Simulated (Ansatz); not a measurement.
# BN: the cost of one run

Computed with Ansatz 0.2.0 (DFT PBE, scalar-relativistic, plane waves, PAW, unless a step's input says otherwise).

1 further run of the same task is left out (it didn't finish).

## Step 1: The structure to begin with

Symmetry: P1, No. 1, triclinic system. The conventional cell has a = 2.508 Å, b = 2.508 Å, c = 3.274 Å, α = 101.11°, β = 101.11°, γ = 119.81°. B (site symmetry 1) has 3 N at 1.40 to 1.52 Å as nearest neighbours. N (site symmetry 1) is surrounded by 3 B at 1.40 to 1.52 Å.

As a file:

```cif
data_structure
_symmetry_space_group_name_H-M 'P1'
_symmetry_Int_Tables_number 1
_cell_length_a 2.5080
_cell_length_b 2.5080
_cell_length_c 3.2738
_cell_angle_alpha 101.107
_cell_angle_beta 101.107
_cell_angle_gamma 119.807
_cell_volume 16.50
loop_
_atom_site_label
_atom_site_type_symbol
_atom_site_symmetry_multiplicity
_atom_site_Wyckoff_symbol
_atom_site_fract_x
_atom_site_fract_y
_atom_site_fract_z
_atom_site_occupancy
B1 B 1 a 0.97964 0.98350 0.00181 1
N1 N 1 a 0.66851 0.33238 0.98500 1
```

The structure comes from the Materials Project (structure only).

## Step 2: Ground state at the listed geometry

The input, input.yaml:

```yaml
crystal:
  lattice:
    - [2.5080409239, 0.0, 0.0]
    - [-1.2467107647, 2.1762310413, 0.0]
    - [-0.6306650796, -1.0881155206, 3.02254]
  atoms:
    - { symbol: B, position: [0.979643, 0.983499, 0.001806] }
    - { symbol: "N", position: [0.668506, 0.332385, 0.984999] }
basis:
  ecutwfc: 500
  fft_grid_basis: typed
kpoints:
  mp_grid: { grid: [14, 14, 14] }
hamiltonian:
  xc: pbe
  pseudopotentials: { kind: paw }
scf:
  occupations: { method: gaussian, width: 0.05 }
output:
  forces: true
  stress: true
  eigenvalues: true
  bader: true
  write_density: true
  volumetric_format: npy
  elf: true
```

On the command line:

```sh
> ansatz run input.yaml --threads 2 --pin off --max-ram 4096MiB --backend cpu --events-out ev --progress --plain --runs-dir out
```

**Question.** How long does this run take on 2 threads of Intel Xeon Platinum 8259CL at 2.50GHz (Skylake/Cascade Lake), shared host, and how much memory does it need?

About 33 s, with a peak of 0.68 GiB.
